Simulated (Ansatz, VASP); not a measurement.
## B in VASP and in Ansatz

```xyz
1
Lattice="-1.0608 1.0608 1.6139 1.0608 -1.0608 1.6139 1.0608 1.0608 -1.6139" Properties=species:S:1:pos:R:3 pbc="T T T"
B     0.0000    0.0000    0.0000
```

Alike in both runs: task relaxation of cell and atoms; functional PBEsol; k mesh 10 × 10 × 10; occupations gaussian, width 0.1 eV; no spin polarisation.

|  | VASP | Ansatz |
| --- | --- | --- |
| version | VASP 6.6.1 | Ansatz 0.2.0 |
| potentials or method | VASP PAW PBE potentials, release 64 (B) | scalar-relativistic, plane waves, PAW |
| plane-wave cutoff (eV) | 600 | 420 |
| valence electrons in the cell | 3 | 3 |

VASP gave:

* gap on the k mesh at the Fermi level, each at its own relaxed structure (eV): none
* relaxed volume (Å³/atom): 5.86
* relaxed cell length with the largest relative difference (Å): 2.050
* energy change over the relaxation (meV/atom): -208

Question: Estimate Ansatz's values.

Answer: gap on the k mesh at the Fermi level, each at its own relaxed structure (eV): none; relaxed volume (Å³/atom): 5.84; relaxed cell length with the largest relative difference (Å): 2.048; energy change over the relaxation (meV/atom): -210.

A gap of «none» marks a metal or a gap that the smearing closes.

Caveats: the k mesh is coarse (spacing up to 0.42 Å⁻¹), so the values aren't converged; the volume moved by over 15 % at a fixed basis, so the end points are rough (VASP); the PAW data sets were made with another functional, which shifts forces and pressure a little (VASP).
